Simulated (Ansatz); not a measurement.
# MoSe2: the cost of one run

Program: Ansatz 0.2.0. Level of theory: DFT LDA, scalar-relativistic, plane waves, PAW. These are calculated values, not measurements.

The COD entry's cell or inner coordinates are ideal or old and differ from later refinements, so a difference from it is no clean test against experiment.

**1. The structure to begin with**

The structure is hexagonal, space group P6_3/mmc (No. 194). Conventional cell: a = 3.248 Å, b = 3.248 Å, c = 12.740 Å, α = 90.00°, β = 90.00°, γ = 120.00°. Mo (site symmetry -6m2) is surrounded by 6 Se at 2.50 Å. Around Se (site symmetry 3m) lie 3 Mo at 2.50 Å.

Coordinates:

```cif
data_structure
_symmetry_space_group_name_H-M 'P6_3/mmc'
_symmetry_Int_Tables_number 194
_cell_length_a 3.2484
_cell_length_b 3.2484
_cell_length_c 12.7397
_cell_angle_alpha 90.000
_cell_angle_beta 90.000
_cell_angle_gamma 120.000
_cell_volume 116.42
loop_
_atom_site_label
_atom_site_type_symbol
_atom_site_symmetry_multiplicity
_atom_site_Wyckoff_symbol
_atom_site_fract_x
_atom_site_fract_y
_atom_site_fract_z
_atom_site_occupancy
Mo1 Mo 2 c 0.33333 0.66667 0.25000 1
Se1 Se 4 f 0.33333 0.66667 0.61990 1
```

An earlier run at LDA left this cell at 19.404 Å³/atom and -0.02 GPa (10×10×4 mesh).

**2. Antiferromagnetic, in the cell as typed**

input.yaml reads:

```yaml
crystal:
  lattice:
    - [3.2484348285, 0.0, 0.0]
    - [-1.6242174143, 2.813227084, 0.0]
    - [0.0, 0.0, 12.739660026]
  atoms:
    - { symbol: Mo, position: [0.3333333333, 0.6666666667, 0.25], spin: 2.0 }
    - { symbol: Mo, position: [0.6666666667, 0.3333333333, 0.75], spin: -2.0 }
    - { symbol: Se, position: [0.3333333333, 0.6666666667, 0.6199016576] }
    - { symbol: Se, position: [0.6666666667, 0.3333333333, 0.1199016576] }
    - { symbol: Se, position: [0.3333333333, 0.6666666667, 0.8800983424] }
    - { symbol: Se, position: [0.6666666667, 0.3333333333, 0.3800983424] }
basis:
  ecutwfc: 420
  ecutrho_ratio: 4
kpoints:
  mp_grid: { grid: [10, 10, 4] }
hamiltonian:
  xc: lda
scf:
  occupations: { method: gaussian, width: 0.05 }
  lower_state_search: "off"
output:
  forces: true
  stress: true
  eigenvalues: true
  populations: true
magnetization:
  spin_polarized: true
```

Started as:

```
> ansatz run input.yaml --threads 4 --pin off --max-ram 10240MiB --backend cpu --events-out ev --progress --plain --runs-dir out
```

Q: Estimate wall time and peak memory on 4 threads of Arm Neoverse V2, shared host.

About 21 s, with a peak of 0.7 GiB.
